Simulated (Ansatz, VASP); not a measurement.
Co: VASP beside Ansatz

```
Co
1.0
     0.00000    1.83092    1.83092
     1.83092    0.00000    1.83092
     1.83092    1.83092    0.00000
Co
1
Direct
  0.00000 0.00000 0.00000
```

Change from the starting cell: volume scaled by 1.06.

Alike in both runs: task single point; functional PBE; k mesh 16 × 16 × 16; occupations fermi-dirac, width 0.08 eV; collinear spin.

|  | VASP | Ansatz |
| --- | --- | --- |
| version | VASP 6.6.1 | Ansatz 0.2.0 |
| potentials or method | VASP PAW PBE potentials, release 64 (Co), cutoff 520 eV | all-electron LAPW, scalar-relativistic |

Ansatz gave:

| Quantity | Value |
| --- | --- |
| pressure (GPa) | -18.3 |
| net moment per atom (μB) | 1.75 |
| size of the moment on the site where the two differ most (μB) | 1.81 |

Question: What did VASP give for the same quantities?

Answer: Pressure (GPa): -18.5; net moment per atom (μB): 1.74; size of the moment on the site where the two differ most (μB): 1.78.

Site moments also hang on the region over which each program counts them. Ansatz ran all-electron here, so the differences hold the error of VASP's frozen core and of both bases.

Caveats: so large a pressure means that the cell lies far from this level's equilibrium, or that cutoff or potentials fall short (VASP).
